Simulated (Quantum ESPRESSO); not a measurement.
Pb2S, a slab with vacuum:

```
CELL_PARAMETERS angstrom
4.12996 0.00000 0.00000
0.05727 4.12956 0.00000
0.00000 0.00000 35.22475
ATOMIC_POSITIONS crystal
Pb 0.34127 0.34127 0.21292
Pb 0.02603 0.02603 0.45467
S 0.52577 0.52577 0.46722
S 0.02518 0.02518 0.53278
Pb 0.52492 0.52492 0.54533
Pb 0.20968 0.20968 0.78708
```

A sound run:

| Quantity | Value |
| --- | --- |
| Program | Quantum ESPRESSO 7.5 |
| Task | work function |
| Functional | PBE |
| Potentials or basis | PseudoDojo 0.4.1 SR PBE standard |
| Cutoff | 762 eV |
| Density cutoff | 3048 eV |
| k mesh | 7 × 7 × 1 |
| Occupations | fermi-dirac, width 0.05 eV |
| Spin | no spin polarisation |

It gives largest force 0.385 eV/Å; band gap on the k mesh none (metal or under the smearing width).

Q: What do these careless settings give instead: cutoff 381 eV in place of 762 eV; density cutoff 1524 eV in place of 3048 eV?

A: Largest force 0.415 eV/Å; band gap on the k mesh none (metal or under the smearing width). The run converged, but these numbers show the error of the settings and aren't properties of the slab.
